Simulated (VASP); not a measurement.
# MgB2: relaxation of cell and atoms with PBEsol

Crystal: MgB2.

```
Mg B
1.0
     3.06115    0.00000    0.00000
    -1.53058    2.65103    0.00000
     0.00000    0.00000    3.50711
Mg B
1 2
Direct
  0.00000 0.00000 0.00000
  0.33333 0.66667 0.50000
  0.66667 0.33333 0.50000
```

- Program: VASP 6.6.1
- Task: relaxation of cell and atoms
- Functional: PBEsol
- Potentials or basis: VASP PAW PBE potentials, release 64 (Mg, B)
- Cutoff: 600 eV
- k mesh: 15 × 15 × 10
- Occupations: methfessel-paxton, width 0.1 eV
- Spin: no spin polarisation
- Further INCAR settings: ALGO = Normal; EDIFF = 1e-07; IBRION = 2; EDIFFG = -0.005; NSW = 90; ISIF = 3

```yaml
Relaxed_volume: 9.48 Å³/atom
Relaxed_cell: a = 3.061 Å, b = 3.061 Å, c = 3.506 Å, α = 90.00°, β = 90.00°, γ = 120.00°
Space_group_after_relaxing_to_0.05_Å: P6/mmm (No. 191)
Energy_gained_by_relaxing: 0.0 meV/atom
Ionic_steps: 2
Pressure_after_relaxing: 0.0 GPa
Band_gap_on_the_k_mesh: none (metal or under the smearing width)
```

Final structure:
```yaml
crystal:
  lattice:
    - [3.06058, 0.00000, 0.00000]
    - [-1.53029, 2.65054, 0.00000]
    - [0.00000, 0.00000, 3.50589]
  atoms:
    - { symbol: Mg, position: [0.00000, 0.00000, 0.00000] }
    - { symbol: B, position: [0.33333, 0.66667, 0.50000] }
    - { symbol: B, position: [0.66667, 0.33333, 0.50000] }
```

Levels at points of the mesh, in eV from the Fermi level:
```tsv
k point	band 1	band 2	band 3	band 4	band 5	band 6	band 7	band 8
(0.00, 0.00, 0.00)	-12.49	-2.96	0.44	0.44	1.68	6.44	6.44	8.44
(0.00, 0.00, 0.50)	-11.19	-7.50	0.83	0.83	6.76	6.76	8.16	10.09
```

Wall time 16 s on 1 thread of Intel(R) Xeon(R) 6975P-C (Granite Rapids), on a shared host, peak memory 0.18 GiB.

Caveat: the PAW data sets were made with another functional, which shifts forces and pressure a little.
